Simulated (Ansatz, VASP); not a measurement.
**LiF in VASP and in Ansatz**

The input INCAR:

```
SYSTEM = LiF
ALGO = Normal
EDIFF = 1E-7
ENCUT = 520
ISIF = 2
ISMEAR = 0
LASPH = .TRUE.
LCHARG = .TRUE.
LELF = .TRUE.
LREAL = .FALSE.
LVHAR = .TRUE.
LWAVE = .FALSE.
NBANDS = 12
NELM = 80
PREC = Accurate
SIGMA = 0.05
```

KPOINTS

```
k-points
0
G
  10 10 10
  0 0 0
```

File POSCAR:

```
LiF
1.0
    0.0000000000      1.9413249000      1.9413249000
    1.9413249000      0.0000000000      1.9413249000
    1.9413249000      1.9413249000      0.0000000000
Li F
1 1
Direct
    0.0000000000      0.0000000000      0.0000000000
    0.5000000000      0.5000000000      0.5000000000
```

Input for Ansatz:

```yaml
crystal:
  lattice:
    - [0.0, 1.9413249, 1.9413249]
    - [1.9413249, 0.0, 1.9413249]
    - [1.9413249, 1.9413249, 0.0]
  atoms:
    - { symbol: Li, position: [0.0, 0.0, 0.0] }
    - { symbol: F, position: [0.5, 0.5, 0.5] }
basis:
  ecutwfc: 420
  ecutrho_ratio: 4
kpoints:
  mp_grid: { grid: [10, 10, 10] }
hamiltonian:
  xc: lda
scf:
  occupations: { method: gaussian, width: 0.05 }
output:
  forces: true
  stress: true
  eigenvalues: true
```

Alike in both runs: task single point; functional LDA; k mesh 10 × 10 × 10; occupations gaussian, width 0.05 eV; no spin polarisation.

|  | VASP | Ansatz |
| --- | --- | --- |
| version | VASP 6.6.1 | Ansatz 0.2.0 |
| potentials or method | VASP PAW LDA potentials, release 64 (Li_sv, F) | scalar-relativistic, plane waves, PAW |
| plane-wave cutoff (eV) | 520 | 420 |
| valence electrons in the cell | 10 | 10 |

```csv
,VASP,Ansatz,Ansatz less VASP
gap on the k mesh at the Fermi level (eV),9.90,9.90,+0.009
least direct gap on the mesh (eV),9.90,9.90,+0.009
```

 A k mesh can miss the band edges.
